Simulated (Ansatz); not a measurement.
## HgTe in Ansatz: the effect of functional

HgTe:

```
Hg Te
1.0
     0.00000    3.24237    3.24237
     3.24237    0.00000    3.24237
     3.24237    3.24237    0.00000
Hg Te
1 1
Direct
  0.00000 0.00000 0.00000
  0.50000 0.50000 0.50000
```

Measurements of this composition are mostly on another form, of space group No. 216.

The cell isn't the ideal one: volume scaled by 1.06.

Alike in all runs:

```yaml
Program: Ansatz 0.2.0
Task: single point
Potentials_or_basis: Ansatz PAW
k_mesh: 7 × 7 × 7
Occupations: fermi-dirac, width 0.05 eV
Spin: no spin polarisation
```

```tsv
functional	cutoff	pressure (GPa)
LDA	420 eV (not typed: the program's choice for these potentials)	?
PBEsol	420 eV (not typed: the program's choice for these potentials)	-7.4
r2SCAN	500 eV (not typed: the program's choice for these potentials)	-6.1
```

**Question.** What does the run with functional LDA give?

**Answer.** Pressure -8.6 GPa.

Caveats: the PAW data sets come from PBE, with cores solved anew for the run's functional, which leaves a small shift of forces and pressure.

Runs at the PBE level aren't shown here.
